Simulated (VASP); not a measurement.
Set up this calculation in VASP 6.6.1, as the native input.

| Quantity | Value |
| --- | --- |
| Task | band structure |
| Functional | PBEsol |
| Potentials or basis | VASP PAW PBE potentials, release 64 (Cl, Na_pv) |
| Cutoff | 520 eV |
| k mesh | 8 × 8 × 8 |
| Occupations | gaussian, width 0.02 eV |
| Spin | no spin polarisation |
| Ladder | free |
| Further INCAR settings | ALGO = Normal; EDIFF = 1e-06; NBANDS = 14 |

Crystal: NaCl.

```
Cl Na
1.0
     0.00000    2.79406    2.79406
     2.79406    0.00000    2.79406
     2.79406    2.79406    0.00000
Cl Na
1 1
Direct
  0.50000 0.50000 0.50000
  0.00000 0.00000 0.00000
```

The cell is a database's computed one.

The input as run:

POSCAR

```
NaCl
1.0
    0.0000000000      2.7940632177      2.7940632177
    2.7940632177      0.0000000000      2.7940632177
    2.7940632177      2.7940632177      0.0000000000
Cl Na
1 1
Direct
    0.5000000000      0.5000000000      0.5000000000
    0.0000000000      0.0000000000      0.0000000000
```

INCAR.step1

```
SYSTEM = NaCl
ALGO = Normal
EDIFF = 1E-6
ENCUT = 520
GGA = PS
ISIF = 2
ISMEAR = 0
LASPH = .True.
LCHARG = .True.
LREAL = .False.
LWAVE = .False.
NBANDS = 14
NELM = 100
PREC = Accurate
SIGMA = 0.02
```

KPOINTS.step1

```
k-points
0
Gamma
  8 8 8
  0 0 0
```

INCAR.step2

```
SYSTEM = NaCl
ALGO = Normal
EDIFF = 1E-6
ENCUT = 520
GGA = PS
ICHARG = 11
ISIF = 2
ISMEAR = 0
LASPH = .True.
LCHARG = .False.
LREAL = .False.
LWAVE = .False.
NBANDS = 14
NELM = 100
PREC = Accurate
SIGMA = 0.05
```

KPOINTS.step2

```
path GXWKGLUWLK,UX
10
line-mode
reciprocal
 0.0000000000  0.0000000000  0.0000000000  G
 0.5000000000  0.0000000000  0.5000000000  X

 0.5000000000  0.0000000000  0.5000000000  X
 0.5000000000  0.2500000000  0.7500000000  W

 0.5000000000  0.2500000000  0.7500000000  W
 0.3750000000  0.3750000000  0.7500000000  K

 0.3750000000  0.3750000000  0.7500000000  K
 0.0000000000  0.0000000000  0.0000000000  G

 0.0000000000  0.0000000000  0.0000000000  G
 0.5000000000  0.5000000000  0.5000000000  L

 0.5000000000  0.5000000000  0.5000000000  L
 0.6250000000  0.2500000000  0.6250000000  U

 0.6250000000  0.2500000000  0.6250000000  U
 0.5000000000  0.2500000000  0.7500000000  W

 0.5000000000  0.2500000000  0.7500000000  W
 0.5000000000  0.5000000000  0.5000000000  L

 0.5000000000  0.5000000000  0.5000000000  L
 0.3750000000  0.3750000000  0.7500000000  K

 0.6250000000  0.2500000000  0.6250000000  U
 0.5000000000  0.0000000000  0.5000000000  X
```

Potentials or basis: VASP PAW PBE potentials, release 64 (Cl, Na_pv).

Launch:

```sh
$ cat potpaw_PBE.64/Cl/POTCAR potpaw_PBE.64/Na_pv/POTCAR > POTCAR
$ cp INCAR.step1 INCAR
$ cp KPOINTS.step1 KPOINTS
$ mpirun -np 1 vasp_std > vasp.out
$ cp INCAR.step2 INCAR
$ cp KPOINTS.step2 KPOINTS
$ mpirun -np 1 vasp_std > vasp.out
```

It gave:

```
Band gap on the k mesh  : 5.03 eV, direct
Band gap along the path : 5.03 eV, direct
```

Caveat: the log is that of the step along the path at fixed density, whose energy, stress, charges and moments have no meaning.

Wall time 37 s on 1 thread of Intel(R) Xeon(R) Platinum 8375C CPU @ 2.90GHz (Ice Lake) (shared host), peak memory 0.18 GiB.
